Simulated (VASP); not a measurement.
Write the native input for VASP 6.6.1 that does the following.

```yaml
Task: relaxation of cell and atoms
Functional: PBE
Potentials_or_basis: VASP PAW PBE potentials, release 64 (Ba_sv, O)
Cutoff: 600 eV
k_mesh: 8 × 8 × 8
Occupations: gaussian, width 0.03 eV
Spin: no spin polarisation
Further_INCAR_settings: ALGO = Normal; EDIFF = 1e-06; IBRION = 2; EDIFFG = -0.01; NSW = 90; ISIF = 3
```

The structure of BaO lies in POSCAR:

```
BaO
1.0
    0.0000000000      2.7500000000      2.7500000000
    2.7500000000      0.0000000000      2.7500000000
    2.7500000000      2.7500000000      0.0000000000
Ba O
1 1
Direct
    0.0000000000      0.0000000000      0.0000000000
    0.5000000000      0.5000000000      0.5000000000
```

These files were run (other wordings do the same):

INCAR

```
PREC     = Accurate       # precision mode
ENCUT    = 600            # plane-wave cutoff, eV
EDIFF    = 1E-6           # SCF threshold, eV
ISMEAR   = 0              # smearing method
SIGMA    = 0.03           # smearing width, eV
LREAL    = False          # projectors in reciprocal space
LASPH    = True           # aspherical terms in the spheres
NELM     = 80             # most SCF steps
ALGO     = Normal         # electronic algorithm
ISIF     = 3              # what is computed and relaxed
LWAVE    = False          # write WAVECAR
LCHARG   = False          # write CHGCAR
GGA      = PE             # functional
IBRION   = 2              # ionic algorithm
NSW      = 90             # ionic steps
EDIFFG   = -0.01          # ionic threshold
```

KPOINTS

```
regular mesh
0
Gamma
  8 8 8
```

Potentials or basis: VASP PAW PBE potentials, release 64 (Ba_sv, O).

Run with:

```sh
$ cat potpaw_PBE.64/Ba_sv/POTCAR potpaw_PBE.64/O/POTCAR > POTCAR
$ mpirun -np 1 vasp_std > vasp.out
```

It gave:

```json
{"Relaxed volume": "22.11 Å³/atom", "Relaxed cell": "a = 3.969 Å, b = 3.969 Å, c = 3.969 Å, α = 60.00°, β = 60.00°, γ = 60.00°", "Space group after relaxing (to 0.05 Å)": "Fm-3m (No. 225)", "Energy gained by relaxing": "18.6 meV/atom", "Ionic steps": "3", "Pressure after relaxing": "0.0 GPa", "Band gap on the k mesh": "2.10 eV, direct"}
```

Caveat: spin-orbit coupling is left out, which moves the levels of the heavy elements.

Wall time 18 s on 1 thread of Intel(R) Xeon(R) 6975P-C (Granite Rapids), on a shared host, peak memory 0.19 GiB.
